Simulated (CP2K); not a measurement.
# BN (R3m) in CP2K: reference runs

Reference runs on BN: the cell as given.

Program: CP2K 2026.2. These are calculated values, not measurements. Logs are shortened: lines on timing, memory, paths and dates and some standing lists are left out, and cuts for length are marked.

## Step 1: Starting point

The structure is trigonal, space group R3m (No. 160). The conventional cell has a = 2.502 Å, b = 2.502 Å, c = 10.119 Å, α = 90.00°, β = 90.00°, γ = 120.00°. Around N (site symmetry 3m) lie 3 B at 1.44 Å. Around B (site symmetry 3m) lie 3 N at 1.44 Å.

The cell is a database's computed one.

## Step 2: Single point, PBEsol

bn_scf.inp

```
&GLOBAL
  PROJECT bn_scf
  RUN_TYPE ENERGY_FORCE
  PRINT_LEVEL LOW
&END GLOBAL
&FORCE_EVAL
  METHOD QS
  STRESS_TENSOR ANALYTICAL
  &DFT
    BASIS_SET_FILE_NAME BASIS_MOLOPT_UZH
    POTENTIAL_FILE_NAME POTENTIAL_UZH
    &MGRID
      CUTOFF 450
      REL_CUTOFF 60
      NGRIDS 4
    &END MGRID
    &QS
      METHOD GPW
      EPS_DEFAULT 1.0E-10
    &END QS
    &KPOINTS
      SCHEME MONKHORST-PACK 12 12 12
      GAMMA_CENTERED T
      SYMMETRY T
      SYMMETRY_BACKEND SPGLIB
    &END KPOINTS
    &SCF
      SCF_GUESS ATOMIC
      EPS_SCF 1.0E-6
      MAX_SCF 100
      ADDED_MOS 10
      CHOLESKY OFF
      EPS_EIGVAL 1.0E-7
      &DIAGONALIZATION ON
        ALGORITHM STANDARD
      &END DIAGONALIZATION
      &MIXING ON
        METHOD BROYDEN_MIXING
        ALPHA 0.4
        BETA 1.5
        NBUFFER 8
      &END MIXING
      &SMEAR ON
        METHOD FERMI_DIRAC
        ELECTRONIC_TEMPERATURE [K] 580.226
      &END SMEAR
    &END SCF
    &XC
      &XC_FUNCTIONAL
        &GGA_X_PBE_SOL
        &END GGA_X_PBE_SOL
        &GGA_C_PBE_SOL
        &END GGA_C_PBE_SOL
      &END XC_FUNCTIONAL
    &END XC
    &PRINT
      &KPOINTS ON
      &END KPOINTS
      &MULLIKEN ON
      &END MULLIKEN
      &MO ON
        ENERGIES T
        OCCUPATION_NUMBERS T
        &EACH
          QS_SCF 0
        &END EACH
        ADD_LAST NUMERIC
      &END MO
      &LOWDIN ON
      &END LOWDIN
      &HIRSHFELD ON
        SHAPE_FUNCTION DENSITY
      &END HIRSHFELD
    &END PRINT
  &END DFT
  &SUBSYS
    &CELL
      ABC 3.6692997666 3.6692997667 3.6692997667
      ALPHA_BETA_GAMMA 39.8719867684 39.8719867689 39.8719867690
      PERIODIC XYZ
    &END CELL
    &COORD
      SCALED
      N   0.6672382000 0.6672382000 0.6672382000
      B   0.0003288000 0.0003288000 0.0003288000
    &END COORD
    &KIND N
      BASIS_SET TZVP-MOLOPT-PBE-GTH-q5
      POTENTIAL GTH-PBE-q5
    &END KIND
    &KIND B
      BASIS_SET TZVP-MOLOPT-PBE-GTH-q3
      POTENTIAL GTH-PBE-q3
    &END KIND
    &PRINT
      &ATOMIC_COORDINATES ON
      &END ATOMIC_COORDINATES
      &CELL ON
      &END CELL
    &END PRINT
  &END SUBSYS
  &PRINT
    &FORCES ON
    &END FORCES
    &STRESS_TENSOR ON
    &END STRESS_TENSOR
  &END PRINT
&END FORCE_EVAL
```

Potentials or basis: POTENTIAL_UZH N GTH-PBE-q5, B GTH-PBE-q3; TZVP-MOLOPT-PBE-GTH basis.

Run with:

```sh
OMP_NUM_THREADS=1 cp2k.psmp -i bn_scf.inp -o bn_scf.out
```

bn_scf.out:

```text

 CP2K| version string:                                       CP2K version 2026.2
 CP2K| Input file name                                                bn_scf.inp

 GLOBAL| Force Environment number                                              1
 GLOBAL| Basis set file name                                    BASIS_MOLOPT_UZH
 GLOBAL| Potential file name                                       POTENTIAL_UZH
 GLOBAL| MM Potential file name                                     MM_POTENTIAL
 GLOBAL| Coordinate file name                                      __STD_INPUT__
 GLOBAL| Method name                                                        CP2K
 GLOBAL| Project name                                                     bn_scf
 GLOBAL| Run type                                                   ENERGY_FORCE
 GLOBAL| FFT library                                                       FFTW3
[... 5 lines left out ...]
 GLOBAL| Global print level                                                  LOW
 GLOBAL| Total number of message passing processes                             1
 GLOBAL| Number of threads for this process                                    1
 GLOBAL| CPU model name                                                  UNKNOWN

 CELL| Volume [angstrom^3]:                                            18.289326
 CELL| Vector a [angstrom]:       3.669     0.000     0.000   |a| =     3.669300
 CELL| Vector b [angstrom]:       2.816     2.352     0.000   |b| =     3.669300
 CELL| Vector c [angstrom]:       2.816     1.021     2.119   |c| =     3.669300
 CELL| Angle (b,c), alpha [degree]:                                    39.871987
 CELL| Angle (a,c), beta  [degree]:                                    39.871987
 CELL| Angle (a,b), gamma [degree]:                                    39.871987
 CELL| Numerically orthorhombic:                                              NO
 CELL| Periodicity                                                           XYZ

 CELL_REF| Volume [angstrom^3]:                                        18.289326
 CELL_REF| Vector a [angstrom     3.669     0.000     0.000   |a| =     3.669300
 CELL_REF| Vector b [angstrom     2.816     2.352     0.000   |b| =     3.669300
 CELL_REF| Vector c [angstrom     2.816     1.021     2.119   |c| =     3.669300
 CELL_REF| Angle (b,c), alpha [degree]:                                39.871987
 CELL_REF| Angle (a,c), beta  [degree]:                                39.871987
 CELL_REF| Angle (a,b), gamma [degree]:                                39.871987
 CELL_REF| Numerically orthorhombic:                                          NO
 CELL_REF| Periodicity                                                       XYZ
[... 9 lines left out ...]
 TOTAL NUMBERS AND MAXIMUM NUMBERS

  Total number of            - Atomic kinds:                                   2
                             - Atoms:                                          2
                             - Shell sets:                                     2
                             - Shells:                                        14
                             - Primitive Cartesian functions:                 10
                             - Cartesian basis functions:                     36
                             - Spherical basis functions:                     34

  Maximum angular momentum of- Orbital basis functions:                        2
                             - Local part of the GTH pseudopotential:          2
                             - Non-local part of the GTH pseudopotential:      0

 MODULE QUICKSTEP: ATOMIC COORDINATES IN ANGSTROM

   Atom Kind Element         X             Y             Z       Z(eff)     Mass
      1    1 N     7      6.206328      2.251070      1.413851   5.0000  14.0067
      2    2 B     5      0.003058      0.001109      0.000697   3.0000  10.8110

 SCF PARAMETERS         Density guess:                                    ATOMIC
                        --------------------------------------------------------
                        max_scf:                                             100
                        max_scf_history:                                       0
                        max_diis:                                              4
[... 5 lines left out ...]
                        --------------------------------------------------------
                        level_shift [a.u.]:                             0.000000
                        added MOs                                        10    0
                        --------------------------------------------------------
                        Mixing method:                            BROYDEN_MIXING
                                                charge density mixing in g-space
                        --------------------------------------------------------
                        Smear method:                                FERMI_DIRAC
                        Electronic temperature [K]:                        580.2
[... 73 lines left out ...]
  ------------------------------------------------------------------------------
     1 NoMix/Diag. 0.40E+00    4.7     1.06758772       -12.8904857248 -1.29E+01
     2 Broy./Diag. 0.40E+00    3.5     0.10714348       -11.4853010466  1.41E+00
     3 Broy./Diag. 0.40E+00    3.4     0.11250644       -12.2779306073 -7.93E-01
     4 Broy./Diag. 0.40E+00    3.4     0.12459778       -12.7378685271 -4.60E-01
     5 Broy./Diag. 0.40E+00    3.4     0.01565181       -12.8072113380 -6.93E-02
     6 Broy./Diag. 0.40E+00    3.4     0.01401207       -12.8329175152 -2.57E-02
     7 Broy./Diag. 0.40E+00    3.4     0.00512618       -12.8415280502 -8.61E-03
     8 Broy./Diag. 0.40E+00    3.4     0.00123568       -12.8420839934 -5.56E-04
     9 Broy./Diag. 0.40E+00    3.5     0.00071272       -12.8407614836  1.32E-03
    10 Broy./Diag. 0.40E+00    3.5     0.00009432       -12.8405709843  1.90E-04
    11 Broy./Diag. 0.40E+00    3.5     0.00006235       -12.8408704394 -2.99E-04
    12 Broy./Diag. 0.40E+00    3.4     0.00001270       -12.8408767685 -6.33E-06
    13 Broy./Diag. 0.40E+00    3.5     0.00000636       -12.8408493207  2.74E-05
    14 Broy./Diag. 0.40E+00    3.5     0.00000108       -12.8408510791 -1.76E-06
    15 Broy./Diag. 0.40E+00    3.5     0.00000034       -12.8408486039  2.48E-06

  *** SCF run converged in    15 steps ***

  Electronic density on regular grids:         -7.9999999996        0.0000000004
  Core density on regular grids:                7.9999999992       -0.0000000008
  Total charge density on r-space grids:       -0.0000000004
  Total charge density g-space grids:          -0.0000000004

  Overlap energy of the core charge distribution:               0.00000115195033
  Self energy of the core charge distribution:                -30.90191424091751
  Core Hamiltonian energy:                                      9.47957290654064
  Hartree energy:                                              12.22424210820549
  Exchange-correlation energy:                                 -3.64275052969072
  Electronic entropic energy:                                  -0.00000000000000
  Fermi energy:                                                 0.20156603512050

  Total energy:                                               -12.84084860391176
  Total energy (extrapolated to T->0):                        -12.84084860391176

 MO| EIGENVALUES AND OCCUPATION NUMBERS FOR K POINT 1
 MO|
 MO|  Index      Eigenvalue [a.u.]        Eigenvalue [eV]             Occupation
 MO|      1              -0.527759             -14.361039               2.000000
 MO|      2              -0.105397              -2.867990               2.000000
 MO|      3               0.068782               1.871661               2.000000
 MO|      4               0.068782               1.871663               2.000000
 MO|      5               0.471506              12.830328               0.000000
 MO|      6               0.540256              14.701122               0.000000
 MO|      7               0.540260              14.701235               0.000000
 MO|      8               0.579440              15.767352               0.000000
 MO|      9               0.711983              19.374042               0.000000
 MO|     10               1.024037              27.865469               0.000000
 MO|     11               1.251045              34.042659               0.000000
 MO|     12               1.389949              37.822433               0.000000
 MO|     13               1.390525              37.838098               0.000000
[... 263 lines left out ...]
 MO|      4               0.040199               1.093881               2.000000
 MO|      5               0.442057              12.028981               0.000000
 MO|      6               0.539138              14.670678               0.000000
 MO|      7               0.570767              15.531355               0.000000
 MO|      8               0.608450              16.556778               0.000000
 MO|      9               0.702670              19.120615               0.000000
 MO|     10               1.012711              27.557263               0.000000
 MO|     11               1.130447              30.761022               0.000000
 MO|     12               1.275030              34.695322               0.000000
 MO|     13               1.353674              36.835333               0.000000
 MO|     14               1.393261              37.912558               0.000000
 MO| Sum:                                                               8.000000
 MO| E(Fermi):            0.201566 a.u.          5.484891 eV
 MO| Band gap:            0.401858 a.u.         10.935100 eV

 [... the levels of further k-points ...]

 !-----------------------------------------------------------------------------!
                     Mulliken Population Analysis

 #  Atom  Element  Kind  Atomic population                           Net charge
       1     N        1          5.596377                             -0.596377
       2     B        2          2.403623                              0.596377
 # Total charge                              8.000000                  0.000000

 !-----------------------------------------------------------------------------!

 !-----------------------------------------------------------------------------!
                           Hirshfeld Charges

  #Atom  Element  Kind  Ref Charge     Population                    Net charge
      1       N      1       5.000          5.204                        -0.204
      2       B      2       3.000          2.796                         0.204

  Total Charge                                                           -0.000
 !-----------------------------------------------------------------------------!

 LOWDIN POPULATION ANALYSIS

 #  Atom  Element  Kind  Atomic population                           Net charge
       1     N        1          4.652426                              0.347574
       2     B        2          3.347574                             -0.347574
 # Total charge                              8.000000                 -0.000000

 ENERGY| Total FORCE_EVAL ( QS ) energy [hartree]            -12.840848682468796

 FORCES| Atomic forces [hartree/bohr]
 FORCES|   Atom     x               y               z               |f|
 FORCES|      1 -2.34869981E-04 -8.52653876E-05 -5.36243323E-05   2.55557554E-04
 FORCES|      2  1.27741618E-05  4.71002375E-06  3.02912136E-06   1.39477278E-05
 FORCES| Sum    -2.22095819E-04 -8.05553639E-05 -5.05952109E-05
 FORCES| Total atomic force                                       2.41610420E-04

 STRESS| Analytical stress tensor [bar]
 STRESS|                        x                   y                   z
 STRESS|      x        1.00851180580E+04  -1.01890938236E+04  -6.39889266972E+03
 STRESS|      y       -1.01890938236E+04   3.44815540592E+04  -2.32196848709E+03
 STRESS|      z       -6.39889266972E+03  -2.32196848709E+03   3.67207107398E+04
 STRESS| 1/3 Trace                                             2.70957942857E+04
 STRESS| Determinant                                           7.18836012903E+12

 STRESS| Eigenvectors and eigenvalues of the analytical stress tensor [bar]
 STRESS|                        1                   2                   3
 STRESS| Eigenvalues   4.93183610620E+03   3.81766255812E+04   3.81789211696E+04
 STRESS|      x           0.919233260302     -0.393686270455     -0.004618832163
 STRESS|      y           0.333416033481      0.784637984574     -0.522663354159
 STRESS|      z           0.209389497762      0.478909546385      0.852526647448
```

Run time: 59 s. Hardware: 1 thread of Arm Neoverse V2, shared host; peak memory 0.26 GiB.

What came out:

```
Free energy            : -349.4173 eV
Pressure               : 2.7 GPa
Largest force          : 0.013 eV/Å
Band gap on the k mesh : 4.17 eV, indirect (least direct gap 4.60 eV)
Mulliken charges       : N -0.60; B +0.60 e
Hirshfeld charges      : N -0.20; B +0.20 e
```

Forces on the atoms (eV/Å):
```
N   -0.012 -0.004 -0.003
B    0.001  0.000  0.000
```

Stress tensor (GPa, compression positive):
```
 1.01 -1.02 -0.64
-1.02  3.45 -0.23
-0.64 -0.23  3.67
```

Caveat: Mulliken charges move with the basis; the potentials were made for another functional, which shifts forces and pressure; the basis of atomic orbitals isn't converged, which shifts pressures, moduli and gaps. A k mesh can miss the band edges.
